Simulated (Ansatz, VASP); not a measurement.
**Be in VASP and in Ansatz**

```
Be
1.0
     2.16461   -1.90016   -2.55620
    -2.50947   -1.92538    2.19646
    -2.72538   -0.75299   -2.68365
Be
6
Direct
  0.66665 0.33333 0.66670
  0.16664 0.83329 0.16675
  0.33334 0.66669 0.66668
  0.83332 0.16664 0.16666
  0.00001 0.00003 0.66659
  0.50003 0.50002 0.16662
```

Change from the starting cell: cell x2, atoms moved at random (sigma 0.1 Å) and cell strained at random (1.5 %), then relaxed without symmetry.

Alike in both runs: functional PBE; k mesh 6 × 6 × 4; occupations gaussian, width 0.2 eV; no spin polarisation.

Ansatz relaxed the structure, and its values are those at the end. VASP's run is a single point on that final structure, the one shown.

```csv
,VASP,Ansatz
version,VASP 6.6.1,Ansatz 0.2.0
potentials or method,"VASP PAW PBE potentials, release 64 (Be)","scalar-relativistic, plane waves, PAW"
plane-wave cutoff (eV),520,420
valence electrons in the cell,12,12
```

Ansatz gave:

| Property | Result |
| --- | --- |
| gap on the k mesh at the Fermi level (eV) | none |
| pressure (GPa) | 0.1 |

Task: Estimate VASP's values.

Result: gap on the k mesh at the Fermi level (eV): none; pressure (GPa): 0.2.

A gap of «none» marks a metal or a gap that the smearing closes.

Caveats: the k mesh is coarse (spacing up to 0.43 Å⁻¹), so the values aren't converged.
